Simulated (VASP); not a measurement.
# Os (Fm-3m) in VASP: settings compared, part 2 of 2

VASP 6.6.1. The steps go on from the part before.

### 4 Single point, LDA

INCAR reads:

```
ALGO = Normal ; EDIFF = 1E-7
ENCUT = 520 ; GGA = CA
ISIF = 2 ; ISMEAR = -5
LASPH = T ; LCHARG = F
LREAL = F ; LWAVE = F
NBANDS = 10 ; NELM = 100
PREC = Accurate ; SIGMA = 0.05
```

KPOINTS reads:

```
k-points
0
Gamma
  12 12 12
```

POSCAR reads:

```
Os
1.0
    0.0000000000      1.9450000000      1.9450000000
    1.9450000000      0.0000000000      1.9450000000
    1.9450000000      1.9450000000      0.0000000000
Os
1
Direct
    0.0000000000      0.0000000000      0.0000000000
```

Potentials or basis: VASP PAW LDA potentials, release 64 (Os).

Started as:

```console
$ cat potpaw_LDA.64/Os/POTCAR > POTCAR
$ mpirun -np 1 vasp_std > vasp.out
```

OUTCAR:

```text
EDIFF = 1E-7
   ENCUT = 520
   GGA = CA
   ISIF = 2
   ISMEAR = -5
   LASPH = T
   LREAL = F
   NELM = 100
   PREC = Accurate

 ion  position               nearest neighbor table
   1  0.000  0.000  0.000-

  LATTYP: Found a face centered cubic cell.
 ALAT       =     3.8900000000

  Lattice vectors:

 A1 = (   0.0000000000,   1.9450000000,   1.9450000000)
 A2 = (   1.9450000000,   0.0000000000,   1.9450000000)
 A3 = (   1.9450000000,   1.9450000000,   0.0000000000)

Analysis of symmetry for initial positions (statically):
=====================================================================
 Subroutine PRICEL returns:
 Original cell was already a primitive cell.

 Routine SETGRP: Setting up the symmetry group for a
 face centered cubic supercell.

 Subroutine GETGRP returns: Found 48 space group operations
 (whereof 48 operations were pure point group operations)
 out of a pool of 48 trial point group operations.

The static configuration has the point symmetry O_h .

Analysis of symmetry for dynamics (positions and initial velocities):
=====================================================================
[... 168 lines left out ...]
      1      -1.7915      2.00000
      2       5.7021      2.00000
      3       5.7021      2.00000
      4       5.7021      2.00000
      5       8.5299      1.98424
      6       8.5299      0.96071
      7      22.8698      0.00000
      8      28.3416      0.00000
      9      28.3416      0.00000
     10      28.3416      0.00000
[... 287 lines left out ...]
 k-point    24 :      -0.4167    0.1667    0.0000
  band No.  band energies     occupation
      1       2.2523      2.00000
      2       4.7346      2.00000
      3       6.4244      2.00000
      4       6.4707      2.00000
      5      10.2677      0.00000
      6      13.3538      0.00000
      7      16.7543      0.00000
      8      24.1543      0.00000
      9      26.3996      0.00000
     10      28.3822      0.00000

 [... further k-points ...]

------------------------ aborting loop because EDIFF is reached ----------------------------------------

  FORCE on cell =-STRESS in cart. coord.  units (eV):
  Direction    XX          YY          ZZ          XY          YZ          ZX
  --------------------------------------------------------------------------------------
  -------------------------------------------------------------------------------------
  Total       -2.3103442     -2.3103442     -2.3103442      0.0000000     -0.0000000      0.0000000
  in kB     -251.5350207   -251.5350207   -251.5350207      0.0000000     -0.0000000      0.0000000
  external PRESSURE =    -251.5350207 kB  Pullay stress =       0.0000000 kB

 VOLUME and BASIS-vectors are now :
 -----------------------------------------------------------------------------
  energy-cutoff  :      520.00
  volume of cell :       14.72
      direct lattice vectors                 reciprocal lattice vectors
     0.000000000  1.945000000  1.945000000    -0.257069409  0.257069409  0.257069409
     1.945000000  0.000000000  1.945000000     0.257069409 -0.257069409  0.257069409
     1.945000000  1.945000000  0.000000000     0.257069409  0.257069409 -0.257069409

 POSITION                                       TOTAL-FORCE (eV/Angst)
 -----------------------------------------------------------------------------------
      0.00000      0.00000      0.00000         0.000000      0.000000      0.000000
 -----------------------------------------------------------------------------------
    total drift:                                0.000000      0.000000     -0.000000

  FREE ENERGIE OF THE ION-ELECTRON SYSTEM (eV)
  ---------------------------------------------------
  free  energy   TOTEN  =       -12.4331300689 eV

  energy  without entropy=      -12.4331300689  energy(sigma->0) =      -12.43313007
```

OSZICAR:

```text
N       E                     dE             d eps       ncg     rms          rms(c)
DAV:   1     0.315653598523E+02    0.31565E+02   -0.41194E+03  1488   0.733E+02
DAV:   2    -0.122814306374E+02   -0.43847E+02   -0.41883E+02  1480   0.195E+02
DAV:   3    -0.132601925968E+02   -0.97876E+00   -0.97370E+00  1682   0.270E+01
DAV:   4    -0.132625557875E+02   -0.23632E-02   -0.23582E-02  1546   0.150E+00
DAV:   5    -0.132625630568E+02   -0.72693E-05   -0.72431E-05  1612   0.762E-02    0.209E+01
DAV:   6    -0.125917954360E+02    0.67077E+00   -0.87476E-01  1668   0.741E+00    0.844E+00
DAV:   7    -0.124382341907E+02    0.15356E+00   -0.45510E-01  1724   0.505E+00    0.578E-01
DAV:   8    -0.124347656849E+02    0.34685E-02   -0.20832E-03  1482   0.355E-01    0.346E-01
DAV:   9    -0.124331456545E+02    0.16200E-02   -0.75125E-04  1592   0.274E-01    0.254E-02
DAV:  10    -0.124331315565E+02    0.14098E-04   -0.95473E-06  1534   0.224E-02    0.141E-02
DAV:  11    -0.124331300778E+02    0.14787E-05   -0.67208E-07  1580   0.124E-02    0.240E-03
DAV:  12    -0.124331300689E+02    0.88943E-08   -0.36659E-09   812   0.594E-04
   1 F= -.12433130E+02 E0= -.12433130E+02  d E =0.000000E+00
```

It used 5 s of CPU time on 1 thread of Intel(R) Xeon(R) Platinum 8488C (Sapphire Rapids) (shared host), which was overloaded at the time.

Results:

| Property | Result |
| --- | --- |
| Free energy | -12.4331 eV |
| Pressure | -25.2 GPa |
| Band gap on the k mesh | none (metal or under the smearing width) |

Levels at points of the mesh, in eV from the Fermi level:
```
           k point  band 1  band 2  band 3  band 4  band 5  band 6  band 7  band 8  band 9
(0.00, 0.00, 0.00)  -10.31   -2.82   -2.82   -2.82    0.01    0.01   14.35   19.82   19.82
(0.50, 0.00, 0.00)   -7.23   -2.95   -2.95   -0.10    2.23    2.23    8.36   13.88   19.87
(0.50, 0.50, 0.00)   -7.06   -6.41    2.20    2.34    2.86    2.86   11.47   11.99   11.99
```

Caveat: so large a pressure means that the cell lies far from this level's equilibrium, or that cutoff or potentials fall short; tetrahedron occupations give inexact forces and stress in metals.

### 5 The runs side by side

| level | potentials or basis | spin | cell | smearing | gap on the mesh (eV) | pressure (GPa) |
| --- | --- | --- | --- | --- | --- | --- |
| PBE | VASP PAW PBE potentials, release 64 (Os) | off | volume scaled by 1.02 | fermi-dirac 0.05 eV | none | -16.8 |
| PBEsol+D4 | VASP PAW PBE potentials, release 64 (Os) | non-collinear, zero start, SOC | as given | gaussian 0.1 eV | - | -23.8 |
| LDA | VASP PAW LDA potentials, release 64 (Os) | off | as given | tetrahedron | none | -25.2 |

Alike in all rows: task single point; k mesh 12 × 12 × 12; cutoff (eV) 520.

Caveats: so large a pressure means that the cell lies far from this level's equilibrium, or that cutoff or potentials fall short; the potentials were made for another functional, which shifts forces and pressure (some runs); tetrahedron occupations give inexact forces and stress in metals (some runs).

Total energies depend on the potentials used, so only differences within one code and one set of settings carry meaning.
